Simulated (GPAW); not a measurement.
Runs of GPAW 26.7.0 on BeTe. It takes space group F-43m (No. 216, cubic). The conventional cell has a = 5.540 Å, b = 5.540 Å, c = 5.540 Å, α = 90.00°, β = 90.00°, γ = 90.00°. Te (site symmetry -43m) is surrounded by 4 Be at 2.40 Å. Be (site symmetry -43m) is surrounded by 4 Te at 2.40 Å. 

```csv
level,potentials or basis,optimizer,fmax,gap on the mesh (eV),pressure (GPa),relaxed volume (Å³/atom)
PBEsol+D4,"PAW data sets generated in the run's folder for this functional, pw",LBFGS,0.02 eV/Å,(a),0.0,21.50
revPBE+D3(BJ),"the program's PAW data sets (release 1.2.1) made for this functional, pw",BFGS,0.05 eV/Å,1.92,0.3,-
RPBE+D3(BJ),"the program's PAW data sets (release 1.2.1) made for this functional, pw",BFGS,0.02 eV/Å,1.58,-0.1,18.92
revPBE+D4,"the program's PAW data sets (release 1.2.1) made for this functional, pw",BFGS,0.01 eV/Å,1.98,0.0,(b)
RPBE+D4,"the program's PAW data sets (release 1.2.1) made for this functional, pw",FIRE,0.02 eV/Å,1.98,-0.1,21.57
```

Alike in all rows: task relaxation of cell and atoms; no spin polarisation; cell relaxed; k mesh 8 × 8 × 8; cutoff (eV) 800; smearing fermi-dirac 0.05 eV.

Fill in the values left out.

(a) 1.78; (b) 21.73.

Caveats: later steps reuse the first step's grids; spin-orbit coupling is left out, which moves the levels of the heavy elements; the relaxation stopped at its first step, so nothing moved (some runs); the volume moved by -11 % from the deposited cell, more than functionals usually miss (some runs).

A k mesh can miss the band edges, and the runs leave out spin-orbit coupling on Te.

Runs at the PBE level aren't shown here.
